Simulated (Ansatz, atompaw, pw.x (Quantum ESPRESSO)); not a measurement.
Equation-of-state test of one PAW (atompaw) potential (Si (Z = 14))

- Element: silicon
- Generator: atompaw 4.2.0.5
- Type: PAW
- Functional: PBEsol
- Relativity: scalar-relativistic
- Frozen core: [Ne]
- Valence charge: 4
- Reference configuration: 3s1.5 3p2.5
- Partial waves: 3s (bound): rc 2.50 bohr; 3s channel at -0.35 Ry: rc 2.50 bohr; 3p (bound): rc 2.50 bohr; 3p channel at 3.8 Ry: rc 2.50 bohr; 3d channel at 0.4 Ry: rc 2.25 bohr
- Local potential: ultrasoft scheme with l = 3 at 0 Ry, radius 2.05 bohr
- Core correction: smooth core density matched at 1.95 bohr
- Augmentation charge: sinc compensation charge, radius 2.40 bohr; PAW radius 2.50 bohr; waves and projectors: custom polynom vanderbiltortho

Atomic tests: cutoffs needed: 6 Ry and 10 Ry (the cutoffs (Ry, on a coarse ladder) from which the occupation-weighted sum of valence levels, in a spherical-Bessel basis at the reference potential, stays within 10 and 1 mRy of its value at 400 Ry); ghost test: no extra level below or beside the all-electron valence levels (s, p, d, f tested) (spherical-Bessel basis up to 400 Ry, 20 bohr box); lowest eigenvalue of the overlap operator: 0.20 (s channel).

Crystal test: fcc Si in pw.x 7.5, no spin, 15³ k-points, Fermi–Dirac smearing 0.01 Ry, cutoffs 40/400 Ry. The reference is all-electron LAPW (Ansatz 0.2.0) with the same functional, mesh and smearing; V0 and B0 come from Birch–Murnaghan fits to the pressures at five volumes. Errors are pseudo minus all-electron; Δ is the rms difference of the E(V) curves that follow from these fits, minima aligned, over ±6 % about the mean V0. Mesh and smearing are coarse, so the numbers serve the comparison and aren't converged zero-temperature values; the lattice is a test structure that the element need not adopt.

All-electron: a0 = 3.832 Å (V0 = 14.07 Å³/atom), B0 = 91.1 GPa.

How far does the potential miss the all-electron equation of state?

mean pressure error (GPa): +1.99; a0 (Å): 3.858; a0 error (%): +0.69; B0 error (%): -1.2; Δ (meV/atom): 5.8. This is a poor potential for the solid.

```
V (Å³/atom)  P all-electron (GPa)  P pseudo (GPa)
     13.301                  5.73            8.10
     13.651                  2.91            5.07
     14.001                  0.43            2.41
     14.351                 -1.75            0.06
     14.701                 -3.67           -2.01
```

At the middle volume, how do free energy and pressure move when the wave cutoff is lowered (ecutrho held at 400 Ry)?

```csv
cutoff (Ry),shift of F (meV/atom),shift of P (GPa)
18,+0.5,-0.03
24,+0.2,-0.00
32,+0.0,-0.00
```

The run at the middle volume (120 k-points, 7 iterations) took about 4.6 s on one core of a shared host (AMD EPYC 9R45 96-Core Processor, 96 threads, 376 GiB, load 64).
